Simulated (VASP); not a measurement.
# N2 in VASP: further runs, part 2 of 2

VASP 6.6.1.

**3. Relaxation of the atoms, LDA**

INCAR reads:

```
SYSTEM = N
PREC = Accurate
ENCUT = 520
EDIFF = 1E-6
ISMEAR = 0
SIGMA = 0.01
LREAL = .False.
LASPH = .True.
NELM = 100
ALGO = Normal
ISIF = 2
LWAVE = .False.
LCHARG = .False.
GGA = CA
IBRION = 2
NSW = 80
EDIFFG = -0.001
```

KPOINTS reads:

```
regular mesh
0
Gamma
  1 1 1
  0 0 0
```

POSCAR reads:

```
N
1.0
   11.0000000000      0.0000000000      0.0000000000
    0.0000000000     11.5000000000      0.0000000000
    0.0000000000      0.0000000000     12.0000000000
N
2
Direct
    0.5000000000      0.5000000000      0.4541666667
    0.5000000000      0.5000000000      0.5458333333
```

Potentials or basis: VASP PAW LDA potentials, release 64 (N).

Launch:

```console
$ cat potpaw_LDA.64/N/POTCAR > POTCAR
$ mpirun -np 1 vasp_gam > vasp.out
```

OUTCAR:

```text
SYSTEM = N
   PREC = Accurate
   ENCUT = 520
   EDIFF = 1E-6
   ISMEAR = 0
   LREAL = .False.
   LASPH = .True.
   NELM = 100
   ISIF = 2
   GGA = CA
   IBRION = 2
   NSW = 80
   EDIFFG = -0.001

 ion  position               nearest neighbor table
   1  0.500  0.500  0.454-   2 1.10
   2  0.500  0.500  0.546-   1 1.10

  LATTYP: Found a simple orthorhombic cell.
 ALAT       =    11.0000000000
 B/A-ratio  =     1.0454545455
 C/A-ratio  =     1.0909090909

  Lattice vectors:

 A1 = (  11.0000000000,   0.0000000000,   0.0000000000)
 A2 = (   0.0000000000,  11.5000000000,   0.0000000000)
 A3 = (   0.0000000000,   0.0000000000,  12.0000000000)

Analysis of symmetry for initial positions (statically):
=====================================================================
 Subroutine PRICEL returns:
 Original cell was already a primitive cell.

 Routine SETGRP: Setting up the symmetry group for a
 simple orthorhombic supercell.

 Subroutine GETGRP returns: Found  8 space group operations
 (whereof  8 operations were pure point group operations)
 out of a pool of  8 trial point group operations.

The static configuration has the point symmetry D_2h.

Analysis of symmetry for dynamics (positions and initial velocities):
=====================================================================
 Subroutine PRICEL returns:
 Original cell was already a primitive cell.

 Routine SETGRP: Setting up the symmetry group for a
 simple orthorhombic supercell.

 Subroutine GETGRP returns: Found  8 space group operations
 (whereof  8 operations were pure point group operations)
 out of a pool of  8 trial point group operations.

The dynamic configuration has the point symmetry D_2h.

 Subroutine INISYM returns: Found  8 space group operations
 (whereof  8 operations are pure point group operations),
 and found     1 'primitive' translations

[... 95 lines left out ...]
   GGA     = CA    functional components
   LHFCALC =     F    Hartree Fock is set to
   AEXX    =    0.0000 exact exchange contribution
   IVDW    =     0    specifies the selected vdW correction
   LEPSILON=     F    determine dielectric tensor
   LRPA    =     F    only Hartree local field effects (RPA)
 conjugate gradient relaxation of ions
 non-spin polarized calculation
 Gauss-broadening in eV      SIGMA  =   0.01
  energy-cutoff  :      520.00
  volume of cell :     1518.00
 maximum number of plane-waves:     20458
 NGX is ok and might be reduce to    84
   NGX = 41   NGY = 43   NGZ = 45

--------------------------------------- Ionic step        1  -------------------------------------------

 number of electron      10.0000000 magnetization

 number of electron       9.9999999 magnetization

 Free energy of the ion-electron system (eV)
  ---------------------------------------------------
  ext. energy  EPLUGINS =         0.00000000
  ---------------------------------------------------
  free energy    TOTEN  =       -17.48929468 eV

  energy without entropy =      -17.48929468  energy(sigma->0) =      -17.48929468

------------------------ aborting loop because EDIFF is reached ----------------------------------------

  FORCE on cell =-STRESS in cart. coord.  units (eV):
  Direction    XX          YY          ZZ          XY          YZ          ZX
  --------------------------------------------------------------------------------------
  -------------------------------------------------------------------------------------
  Total       -0.0353874     -0.0363415      0.4620895     -0.0000000      0.0000000      0.0000000
  in kB       -0.0373498     -0.0383568      0.4877136     -0.0000000      0.0000000      0.0000000
  external PRESSURE =       0.1373357 kB  Pullay stress =       0.0000000 kB
[... 89 lines left out ...]
  FREE ENERGIE OF THE ION-ELECTRON SYSTEM (eV)
  ---------------------------------------------------
  free  energy   TOTEN  =       -17.4899395112 eV

  energy  without entropy=      -17.4899395112  energy(sigma->0) =      -17.48993951

[... ionic steps 4 to 9 ...]

--------------------------------------- Ionic step       10  -------------------------------------------

 number of electron       9.9999999 magnetization

------------------------ aborting loop because EDIFF is reached ----------------------------------------
[... 67 lines left out ...]
--------------------------------------- Ionic step       12  -------------------------------------------

 number of electron       9.9999999 magnetization

 Free energy of the ion-electron system (eV)
  ---------------------------------------------------
  ext. energy  EPLUGINS =         0.00000000
  ---------------------------------------------------
  free energy    TOTEN  =       -17.48993972 eV

  energy without entropy =      -17.48993972  energy(sigma->0) =      -17.48993972

 E-fermi : -10.2243     XC(G=0):  -0.3858

 val. band max:      -10.2704156138   @ k =   0.0000   0.0000   0.0000
 cond. band min:      -2.1837705443   @ k =   0.0000   0.0000   0.0000
 fundamental gap:      8.0866450695
 Fermi energy:       -10.2242983687

 k-point     1 :       0.0000    0.0000    0.0000
  band No.  band energies     occupation
      1     -28.2717      2.00000
      2     -13.3263      2.00000
      3     -11.7877      2.00000
      4     -11.7877      2.00000
      5     -10.2704      2.00000
      6      -2.1838      0.00000
      7      -2.1838      0.00000
      8      -0.1211      0.00000
      9       0.8762      0.00000
[... 27 lines left out ...]
  FREE ENERGIE OF THE ION-ELECTRON SYSTEM (eV)
  ---------------------------------------------------
  free  energy   TOTEN  =       -17.4899397209 eV

  energy  without entropy=      -17.4899397209  energy(sigma->0) =      -17.48993972

 reached required accuracy - stopping structural energy minimisation
```

CONTCAR:

```text
N
   1.00000000000000
    11.0000000000000000    0.0000000000000000    0.0000000000000000
     0.0000000000000000   11.5000000000000000    0.0000000000000000
     0.0000000000000000    0.0000000000000000   12.0000000000000000
  N
     2
Direct
     0.5000000000000000    0.5000000000000000    0.4540460821235930
     0.5000000000000000    0.5000000000000000    0.5459539178764070

  0.00000000E+00  0.00000000E+00  0.00000000E+00
  0.00000000E+00  0.00000000E+00  0.00000000E+00
```

Wall time 3.4 min (1 thread of Intel Xeon Platinum 8259CL at 2.50GHz (Skylake/Cascade Lake), shared host); peak memory 0.81 GiB.

What came out:

* Free energy: -17.4899 eV
* Energy gained by relaxing: 0.3 meV/atom
* Ionic steps: 12
* Gap between the frontier levels: 8.09 eV

The path:
```
step  energy change (eV)  largest force (eV/Å)  pressure (GPa)
   1              0.0000                0.4478            0.01
   2              0.1116                5.2882           -0.22
   3             -0.0006                0.0027            0.00
   4             -0.0006                0.0056            0.00
   5             -0.0006                0.0055            0.00
   6             -0.0006                0.0031            0.00
   7             -0.0006                0.0029            0.00
   8             -0.0006                0.0028            0.00
   9             -0.0006                0.0026            0.00
  10             -0.0006                0.0022            0.00
  11             -0.0006                0.0013            0.00
  12             -0.0006                0.0003            0.00
```

Final structure:
```
CELL_PARAMETERS angstrom
11.00000 0.00000 0.00000
0.00000 11.50000 0.00000
0.00000 0.00000 12.00000
ATOMIC_POSITIONS crystal
N 0.50000 0.50000 0.45405
N 0.50000 0.50000 0.54595
```

Levels at points of the mesh, in eV from the valence-band top:
```tsv
k point	band 2	band 3	band 4	band 5	band 6	band 7	band 8	band 9
(0.00, 0.00, 0.00)	-3.06	-1.52	-1.52	0.00	8.09	8.09	10.15	11.15
```

Caveat: the standard files for N, O and F lose accuracy on very short bonds.

**4. Single point, LDA**

INCAR reads:

```
SYSTEM = N
  PREC = Accurate
  ENCUT = 520
  EDIFF = 1E-6
  ISMEAR = 0
  SIGMA = 0.01
  LREAL = .FALSE.
  LASPH = .TRUE.
  NELM = 100
  ALGO = Normal
  ISIF = 2
  LWAVE = .FALSE.
  LCHARG = .FALSE.
  GGA = CA
  NBANDS = 12
```

KPOINTS reads:

```
regular mesh
0
G
  1 1 1
  0 0 0
```

POSCAR reads:

```
N
1.0
   11.0000000000      0.0000000000      0.0000000000
    0.0000000000     11.5000000000      0.0000000000
    0.0000000000      0.0000000000     12.0000000000
N
2
Direct
    0.5000000000      0.5000000000      0.4544544672
    0.5000000000      0.5000000000      0.5442955328
```

Potentials or basis: VASP PAW LDA potentials, release 64 (N).

Launch:

```console
$ cat potpaw_LDA.64/N/POTCAR > POTCAR
$ mpirun -np 1 vasp_gam > vasp.out
```

OUTCAR:

```text
SYSTEM = N
   PREC = Accurate
   ENCUT = 520
   EDIFF = 1E-6
   ISMEAR = 0
   LREAL = .FALSE.
   LASPH = .TRUE.
   NELM = 100
   ISIF = 2
   GGA = CA

 ion  position               nearest neighbor table
   1  0.500  0.500  0.454-   2 1.08
   2  0.500  0.500  0.544-   1 1.08

  LATTYP: Found a simple orthorhombic cell.
 ALAT       =    11.0000000000
 B/A-ratio  =     1.0454545455
 C/A-ratio  =     1.0909090909

  Lattice vectors:

 A1 = (  11.0000000000,   0.0000000000,   0.0000000000)
 A2 = (   0.0000000000,  11.5000000000,   0.0000000000)
 A3 = (   0.0000000000,   0.0000000000,  12.0000000000)

Analysis of symmetry for initial positions (statically):
=====================================================================
 Subroutine PRICEL returns:
 Original cell was already a primitive cell.

 Routine SETGRP: Setting up the symmetry group for a
 simple orthorhombic supercell.

 Subroutine GETGRP returns: Found  8 space group operations
 (whereof  4 operations were pure point group operations)
 out of a pool of  8 trial point group operations.

[... 139 lines left out ...]

  energy without entropy =      -17.43969497  energy(sigma->0) =      -17.43969497

 E-fermi : -10.2164     XC(G=0):  -0.3941

 val. band max:      -10.2881815005   @ k =   0.0000   0.0000   0.0000
 cond. band min:      -1.8887232312   @ k =   0.0000   0.0000   0.0000
 fundamental gap:      8.3994582693
 Fermi energy:       -10.2163975998

 k-point     1 :       0.0000    0.0000    0.0000
  band No.  band energies     occupation
      1     -28.6592      2.00000
      2     -13.1514      2.00000
      3     -11.9978      2.00000
      4     -11.9978      2.00000
      5     -10.2882      2.00000
      6      -1.8887      0.00000
      7      -1.8887      0.00000
      8      -0.1256      0.00000
      9       0.8770      0.00000
     10       0.8786      0.00000
     11       0.9078      0.00000
     12       0.9956      0.00000

------------------------ aborting loop because EDIFF is reached ----------------------------------------

  FORCE on cell =-STRESS in cart. coord.  units (eV):
  Direction    XX          YY          ZZ          XY          YZ          ZX
  --------------------------------------------------------------------------------------
  -------------------------------------------------------------------------------------
  Total       -0.0376876     -0.0385757      4.4788142      0.0000000      0.0000000      0.0000000
  in kB       -0.0397775     -0.0407148      4.7271769      0.0000000      0.0000000      0.0000000
  external PRESSURE =       1.5488949 kB  Pullay stress =       0.0000000 kB

 VOLUME and BASIS-vectors are now :
 -----------------------------------------------------------------------------
  energy-cutoff  :      520.00
  volume of cell :     1518.00
      direct lattice vectors                 reciprocal lattice vectors
    11.000000000  0.000000000  0.000000000     0.090909091  0.000000000  0.000000000
     0.000000000 11.500000000  0.000000000     0.000000000  0.086956522  0.000000000
     0.000000000  0.000000000 12.000000000     0.000000000  0.000000000  0.083333333

 POSITION                                       TOTAL-FORCE (eV/Angst)
 -----------------------------------------------------------------------------------
      5.50000      5.75000      5.45345         0.000000      0.000000     -4.183994
      5.50000      5.75000      6.53155         0.000000      0.000000      4.183994
 -----------------------------------------------------------------------------------
    total drift:                                0.000000     -0.000000      0.000018

  FREE ENERGIE OF THE ION-ELECTRON SYSTEM (eV)
  ---------------------------------------------------
  free  energy   TOTEN  =       -17.4396949727 eV

  energy  without entropy=      -17.4396949727  energy(sigma->0) =      -17.43969497
```

stdout:

```text
POSCAR found type information on POSCAR N
 POSCAR found :  1 types and       2 ions
 scaLAPACK will be used
 LDA part: xc-table for (Slater(with rela. corr.)+CA(PZ))
 , standard interpolation
 POSCAR, INCAR and KPOINTS ok, starting setup
 FFT: planning ... GRIDC
 FFT: planning ... GRID_SOFT
 FFT: planning ... GRID
 WAVECAR not read
 entering main loop
```

Run time: 57 s. Hardware: 1 thread of Intel Xeon Platinum 8259CL at 2.50GHz (Skylake/Cascade Lake), shared host; peak memory 0.68 GiB.

Results:

```yaml
Free_energy: -17.4397 eV
Largest_force: 4.184 eV/Å
Gap_between_the_frontier_levels: 8.40 eV
```

Forces in eV/Å, atoms in the order of the input:
```
N    0.000  0.000 -4.184
N    0.000  0.000  4.184
```

Caveat: the standard files for N, O and F lose accuracy on very short bonds.
